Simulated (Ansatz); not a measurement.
## The polar optical mode of BP at 7 GPa, worked through

All numbers below come from DFT PBE, scalar-relativistic, plane waves, PAW in Ansatz 0.2.0. Settings: 420 eV plane-wave cutoff, Γ-centred 10×10×10 mesh, fixed occupations. No spin polarisation. Phonons by linear response, acoustic sum rule imposed.

The cell, relaxed at 7 GPa:
```
CELL_PARAMETERS angstrom
0.00000 2.24406 2.24406
2.24406 0.00000 2.24406
2.24406 2.24406 0.00000
ATOMIC_POSITIONS crystal
B 0.00000 0.00000 0.00000
P 0.75000 0.75000 0.75000
```

Linear response gives ν_TO = 832.3 cm⁻¹, Born charges ±0.623 e (positive on P) and ε∞ = 9.142. The primitive cell holds 22.601 Å³, and the masses are 10.810 and 30.974 amu.

Problem. Find ν_LO and the static dielectric constant.

Solution. The long-wave field adds a restoring force: ω_LO² − ω_TO² = Z*²e²/(ε_vac ε∞ μV). In these units ν_LO² − ν_TO² = 4.92064×10⁷ Z*²/(μ V ε∞) cm⁻², with μ = m₁m₂/(m₁ + m₂) = 8.013 amu: 11527 cm⁻². So ν_LO = √(832.3² + 11527) = 839.2 cm⁻¹, and the run gives 839.2. Lyddane–Sachs–Teller then gives ε0 = ε∞ (ν_LO/ν_TO)² = 9.29, against 9.29 in the run (it forms both from the same three quantities, so the match checks the arithmetic only). Between ν_TO and ν_LO the dielectric function is negative and an undamped crystal reflects fully: a reststrahlen band from 11.9 to 12.0 μm.

Problem. What do the Clausius–Mossotti polarisability and the Szigeti charge come to?

Solution. With the Lorentz local field, α = (3V/4π)(ε∞ − 1)/(ε∞ + 2) = 3.94 Å³ for the pair, and e_S = 3Z*/(ε∞ + 2) = 0.17 e. The Born charge includes the electrons' response to the dipole's own local field, and e_S takes that enhancement out. The Lorentz field assumes point-like polarisable ions, a poor picture once ε∞ is this large, since the electron clouds then overlap or are shared, so both numbers are formal here.

Problem. How strongly does a slow electron couple to the LO mode?

Solution. For one isotropic parabolic band, Fröhlich's constant is α_F = (1/ε∞ − 1/ε0) √(m* Ry/ħω_LO), with Ry = 13.606 eV, ħω_LO = 104.0 meV and m* in free-electron masses: α_F = 0.0018 × 11.44 × √m* = 0.02 √m*. The band mass isn't part of this run; for m* = 0.1, 0.3 and 1 it gives 0.01, 0.01, 0.02. In weak coupling the polaron lies α_F ħω_LO below the band edge (1 meV at m* = 0.3) with a mass m*(1 + α_F/6); past α_F of about 5 or 6 that expansion fails. A semilocal functional's ε∞ tends to be too large, which taken alone lowers α_F.

Cost: 1 run of about 0.45 core-minutes, on Arm Neoverse V1 (shared hosts).

Boron phosphide emerges as a stiff but only weakly polar crystal. Its high optical frequency comes from strong, directional sp³ bonds and the light boron atom, whereas the small LO–TO splitting reflects a modest Born charge further screened by the easily polarised valence electrons. The lattice therefore adds little to the static dielectric constant, and the Fröhlich coupling is weak; carrier scattering by optical phonons probably owes more to the deformation potential than to the long-range field.

The positive charge on P reverses the usual III–V assignment. The two elements are close in electronegativity, and boron's compact 2p shell, with no p core beneath it, can draw bonding charge towards it. Yet a Born charge measures the polarisation produced by moving an atom, so its sign alone doesn't establish static electron transfer from P to B. The splitting can't settle the sign either, since it depends on the charge squared. With a single pressure, whether compression strengthens or weakens the polarity remains open.
